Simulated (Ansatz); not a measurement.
**CsCl, one cell by several methods**

```
Cs Cl
1.0
     4.12300    0.00000    0.00000
     0.00000    4.12300    0.00000
     0.00000    0.00000    4.12300
Cs Cl
1 1
Direct
  0.00000 0.00000 0.00000
  0.50000 0.50000 0.50000
```

Atom numbers follow the list: Cs1, Cl2.

The cell is COD entry 9008789, as deposited and not checked against the literature; nothing was relaxed.

No spin–orbit coupling, which matters for the heavy atoms here.

Levels of theory: DFT, PBEsol, PAW with Ansatz's default frozen-core files, scalar-relativistic (Ansatz 0.2.0); DFT, PBEsol, all-electron PAW with datasets made for the crystal, scalar-relativistic (Ansatz 0.2.0); DFT, PBEsol, all-electron LAPW, scalar-relativistic (Ansatz 0.2.0).

For PAW: a Γ-centred 6×6×6 k mesh, Fermi–Dirac smearing of 0.03 eV, cutoff 420 eV, no spin polarisation; the PAW files were made with PBE, and the program remakes their frozen cores for this functional. The crystal-made all-electron datasets (AE datasets) take a cutoff of 200 eV at this cell. LAPW targets a basis error of 1 meV/atom. The Ansatz runs share mesh, smearing and spin set-up. Plane-wave (PAW) pressures include the program's estimate of the Pulay term.

Stress and pressure are positive in compression.

Levels count from the top of the valence band.

```json
{"quantity": "pressure (GPa)", "PAW": "-0.67", "AE datasets": "-0.66", "LAPW": "-0.66"}
{"quantity": "band gap (eV)", "PAW": "5.059", "AE datasets": "5.059", "LAPW": "5.059"}
{"quantity": "highest filled level at X (eV)", "PAW": "-0.240", "AE datasets": "-0.240", "LAPW": "-0.240"}
{"quantity": "lowest empty level at X (eV)", "PAW": "6.327", "AE datasets": "6.327", "LAPW": "6.327"}
{"quantity": "highest filled level at R (eV)", "PAW": "-1.124", "AE datasets": "-1.124", "LAPW": "-1.124"}
{"quantity": "lowest empty level at R (eV)", "PAW": "8.422", "AE datasets": "8.422", "LAPW": "8.422"}
{"quantity": "highest filled level at M (eV)", "PAW": "-0.062", "AE datasets": "-0.062", "LAPW": "-0.062"}
{"quantity": "lowest empty level at M (eV)", "PAW": "5.816", "AE datasets": "5.816", "LAPW": "5.816"}
```

PAW's pressure differs from the LAPW value by about 0.01 GPa or less. Datasets made for the crystal and LAPW share parts of one code, so their agreement isn't an independent check.
